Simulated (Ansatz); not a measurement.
Starting cell, GeO2 (rutile):

```yaml
crystal:
  lattice:
    - [4.41054, 0.00000, 0.00000]
    - [0.00000, 4.41054, 0.00000]
    - [0.00000, 0.00000, 2.87016]
  atoms:
    - { symbol: Ge, position: [0.00000, 0.00000, 0.00000] }
    - { symbol: Ge, position: [0.50000, 0.50000, 0.50000] }
    - { symbol: O, position: [0.30600, 0.30600, 0.00000] }
    - { symbol: O, position: [0.80600, 0.19400, 0.50000] }
    - { symbol: O, position: [0.19400, 0.80600, 0.50000] }
    - { symbol: O, position: [0.69400, 0.69400, 0.00000] }
```

Scan: atom 4 (O, nearest neighbour Ge at 1.877 Å; its periodic images, 2.9 Å or more away, move with it) is displaced along Cartesian [110], direction (0.707, 0.707, 0.000) in Cartesian axes, by s. The other atoms stay.

The numbers are results of r2SCAN (plane waves to 500 eV, PAW, scalar-relativistic; Ansatz, a quantum-chemistry and plane-wave program), not measurements. k mesh 6×6×9 (Γ-centred), Fermi-Dirac smearing 0.05 eV. The energy includes the smearing's −TS. GeO2 was relaxed with its symmetry unable to fall. The zero of ΔE is the undisplaced structure.

```csv
s (Å),ΔE (meV/cell)
-0.380,558
-0.304,351
-0.228,195
-0.152,86
-0.076,21
0.000,0
0.076,21
0.152,86
0.228,195
0.304,351
0.380,558
```

Q: What force constant k = d²E/ds² at s = 0 does the table give?

A: 7.3 eV/Å². It is the second difference of the nearest points, corrected with the next pair.

Q: With k = 7.35 eV/Å² from the forces, is the well harmonic out to s = 0.380 Å?

A: ½ks² = 531 meV/cell against the computed 558 meV/cell, so the well is stiffer than harmonic there.

(For displaced atoms, the force is minus the slope of the energy, and its curvature is a force constant, which sets phonon frequencies.)
